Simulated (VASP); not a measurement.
Set up this calculation in VASP 6.6.1, as the native input.

* Task: relaxation of cell and atoms
* Functional: PBE
* Dispersion: D3
* Potentials or basis: VASP PAW PBE potentials, release 64 (Ga_d, P)
* Cutoff: 600 eV
* k mesh: 8 × 8 × 8
* Occupations: fermi-dirac, width 0.05 eV
* Spin: no spin polarisation
* Further INCAR settings: ALGO = Normal; EDIFF = 1e-06; IBRION = 2; EDIFFG = -0.005; NSW = 60; ISIF = 3

The structure of GaP lies in POSCAR:

```
GaP
1.0
    0.0000000000      2.7252500000      2.7252500000
    2.7252500000      0.0000000000      2.7252500000
    2.7252500000      2.7252500000      0.0000000000
Ga P
1 1
Direct
    0.0000000000      0.0000000000      0.0000000000
    0.7500000000      0.7500000000      0.7500000000
```

The input as run:

INCAR

```
ALGO = Normal ; EDIFF = 1E-6
EDIFFG = -0.005 ; ENCUT = 600
GGA = PE ; IBRION = 2
ISIF = 3 ; ISMEAR = -1
IVDW = 11 ; LASPH = T
LCHARG = F ; LREAL = F
LWAVE = F ; NELM = 100
NSW = 60 ; PREC = Accurate
SIGMA = 0.05
```

KPOINTS

```
k-points
0
Gamma
  8 8 8
```

Potentials or basis: VASP PAW PBE potentials, release 64 (Ga_d, P).

The run is started by

```bash
$ cat potpaw_PBE.64/Ga_d/POTCAR potpaw_PBE.64/P/POTCAR > POTCAR
$ mpirun -np 1 vasp_std > vasp.out
```

It gave:

* Relaxed volume: 20.46 Å³/atom
* Relaxed cell: a = 3.868 Å, b = 3.868 Å, c = 3.868 Å, α = 60.00°, β = 60.00°, γ = 60.00°
* Space group after relaxing (to 0.05 Å): F-43m (No. 216)
* Energy gained by relaxing: 0.6 meV/atom
* Ionic steps: 3
* Pressure after relaxing: 0.0 GPa
* Band gap on the k mesh: 1.64 eV, indirect (least direct gap 1.74 eV)
* Dispersion energy per atom: -0.198 eV

Wall time 32 s on 1 thread of AMD EPYC 7R13 Processor (Zen 3), with other jobs on the host, peak memory 0.17 GiB.
